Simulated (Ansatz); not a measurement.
**Pt (Fm-3m), symmetry broken, then relaxed**

The calculation used DFT PBEsol, scalar-relativistic, plane waves, PAW (Ansatz 0.2.0). The runs took a 420 eV cutoff, a Γ-centred 14×14×14 mesh and Gaussian smearing (0.15 eV). Spin–orbit coupling is left out, which can shift energies with elements as heavy as these. No spin polarisation. Energies are free energies at this smearing, counted from the undisturbed cell; pressure is positive in compression.

Zero of the scan (relaxed at this level):

```yaml
crystal:
  lattice:
    - [0.00000, 1.95903, 1.95903]
    - [1.95903, 0.00000, 1.95903]
    - [1.95903, 1.95903, 0.00000]
  atoms:
    - { symbol: Pt, position: [0.00000, 0.00000, 0.00000] }
```

The cell is strained by (0.0771, -0.1152, 0.0381, -0.2575, -0.2144, 0.1390) (xx, yy, zz, yz, xz, xy; engineering shear). Cell and atoms are then relaxed.

**Question.** Does the relaxation return to the undisturbed structure?

**Answer.** No. It ends 17.6 meV/atom above it. The disturbance itself cost 1068.9 meV/atom. The final space group reads I4/mmm (tolerance 0.05 Å) and the volume changes by 1.02 %.

Final structure:

```xyz
1
Lattice="-0.1997 1.7183 2.1101 1.9169 0.0083 1.9077 2.1668 1.6370 -0.2673" Properties=species:S:1:pos:R:3 pbc="T T T"
Pt    0.0000    0.0000    0.0000
```

The relaxation, step by step (energy from the first step; small jumps at an unchanged geometry come where the plane waves are selected anew for the new cell):

| step | ΔE (meV/atom) | largest force component (eV/Å) | pressure (GPa) |
| --- | --- | --- | --- |
| 1 | 0.0 | 0.000 | 58.41 |
| 2 | -509.9 | 0.000 | 22.99 |
| 3 | -836.9 | 0.000 | 8.66 |
| 4 | -995.4 | 0.000 | 5.50 |
| 5 | -1041.1 | 0.000 | 0.15 |
| 6 | -1041.3 | 0.000 | 0.03 |
| 7 | -1049.8 | 0.000 | 1.15 |
| 8 | -1051.0 | 0.000 | 0.39 |
| 9 | -1051.3 | 0.000 | 0.03 |
| 10 | -1051.3 | 0.000 | 0.03 |